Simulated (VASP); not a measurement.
# Settings for H: molecular dynamics at constant energy

H, Cmce (no. 64), 24 atoms in the cell. PBE, molecular dynamics; PAW potentials H (PBE set). VASP 6.6.1.

Wanted: spread of the conserved energy within 1 meV/atom.

Ensemble: NVE; Starting temperature (K): 600; Hydrogen mass (amu): natural.

POSCAR:
```
H
1.0
    5.2469627598      0.0000000000      0.0000000000
    0.0000000000      5.1338096336      0.0000000000
    0.0000000000      0.0000000000     12.4254540000
H
24
Direct
    0.5000000000      0.4532956300      0.3104970367
    0.5000000000      0.4532956300      0.6438303700
    0.5000000000      0.4532956300      0.9771637033
    0.5000000000      0.9532956300      0.1895029633
    0.5000000000      0.9532956300      0.5228362967
    0.5000000000      0.9532956300      0.8561696300
    0.5000000000      0.0467043700      0.1438303700
    0.5000000000      0.0467043700      0.4771637033
    0.5000000000      0.0467043700      0.8104970367
    0.5000000000      0.5467043700      0.0228362967
    0.5000000000      0.5467043700      0.3561696300
    0.5000000000      0.5467043700      0.6895029633
    0.0000000000      0.9532956300      0.3104970367
    0.0000000000      0.9532956300      0.6438303700
    0.0000000000      0.9532956300      0.9771637033
    0.0000000000      0.4532956300      0.1895029633
    0.0000000000      0.4532956300      0.5228362967
    0.0000000000      0.4532956300      0.8561696300
    0.0000000000      0.5467043700      0.1438303700
    0.0000000000      0.5467043700      0.4771637033
    0.0000000000      0.5467043700      0.8104970367
    0.0000000000      0.0467043700      0.0228362967
    0.0000000000      0.0467043700      0.3561696300
    0.0000000000      0.0467043700      0.6895029633
```

## Time step (fs)

| Time step (fs) | Spread of the conserved energy (meV/atom) | Time (s) |
|---|---|---|
| 3 | no result | 54 |
| 2 | no result | 82 |
| 1.5 | 22.4 | 68 |
| 1 | 2.5 | 93 |
| 0.75 | 1.2 | 112 |
| 0.5 | 0.5 | 109 |
| 0.25 (reference) | 0.1 | 243 |

Chosen: 0.5, the loosest value from which every tighter one stays within the tolerance.

## All choices together

| Input | Spread of the conserved energy (meV/atom) | Time (s) |
|---|---|---|
| chosen settings | 0.5 | 109 |
| reference settings throughout | 0.1 | 243 |

The tolerance is met.

## The input

INCAR:
```
ALGO = Fast
ANDERSEN_PROB = 0.0
EDIFF = 1E-6
ENCUT = 250
GGA = PE
IBRION = 0
ISIF = 2
ISMEAR = -1
ISYM = 0
KPAR = 4
LASPH = True
LCHARG = False
LREAL = Auto
LWAVE = False
MDALGO = 1
NELM = 60
NELMIN = 4
NSW = 80
POTIM = 0.5
PREC = Normal
RANDOM_SEED = 612267 0 0
SIGMA = 0.05
TEBEG = 600
```

KPOINTS:
```
k-points
0
Gamma
  3 3 1
```

Commands:
```
cat potpaw_PBE.64/H/POTCAR > POTCAR
mpirun -np 4 vasp_std > vasp.out
```

Limits: 40 fs of 24 atoms are too short for converged averages; so short a run can't show a slow drift of the energy; the cell is only 5.1 Å across, so each atom moves in step with near copies of itself.

The chosen input took VASP 6.6.1 109 s on 4 cores (Intel Xeon 6975P-C (Granite Rapids)), a shared host.

## An input that fails: time step far too long

It gives no converged result.

Changes against the starting input:
```
- NSW = 80
- POTIM = 0.5
+ NSW = 20
+ POTIM = 5
```
